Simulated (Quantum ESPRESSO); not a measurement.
Runs of Quantum ESPRESSO 7.5 on TiC. The structure is cubic, space group Fm-3m (No. 225). Conventional cell: a = 4.331 Å, b = 4.331 Å, c = 4.331 Å, α = 90.00°, β = 90.00°, γ = 90.00°. Ti (site symmetry m-3m) has 6 C at 2.17 Å as nearest neighbours. Around C (site symmetry m-3m) lie 6 Ti at 2.17 Å. The cell is a database's computed one.

| level | U | mixing beta | gap on the mesh (eV) | pressure (GPa) |
| --- | --- | --- | --- | --- |
| PBEsol+U | Ti d U = 8 eV | 0.3 | none | (a) |
| PBEsol+U | Ti d U = 4 eV | 0.3 | none | 1.0 |
| PBEsol+U | Ti d U = 1 eV | 0.3 | none | -4.9 |
| PBEsol+U | Ti d U = 3 eV | 0.3 | none | -1.1 |
| PBEsol+U | Ti d U = 2 eV | 0.3 | none | -3.1 |
| PBEsol+U | Ti d U = 5 eV | 0.3 | none | 3.2 |
| PBEsol+U | Ti d U = 6 eV | 0.3 | none | (c) |
| PBEsol | - | 0.5 | none | (b) |

Alike in all rows: task projected density of states; potentials or basis SSSP 1.3 efficiency PBE; no spin polarisation; cell as given; k mesh 11 × 11 × 11; cutoff (eV) 748; smearing fermi-dirac 0.05 eV.

Question: Estimate the missing entries.

Answer: (a) 10.8; (b) -6.6; (c) 5.5.

Caveats: the potentials were made for another functional, which shifts forces and pressure; U without spin polarisation on a metal has little footing (some runs); the U is typed as a test and isn't derived for this compound (some runs).

A gap of «none» marks a metal or a gap under the smearing width.
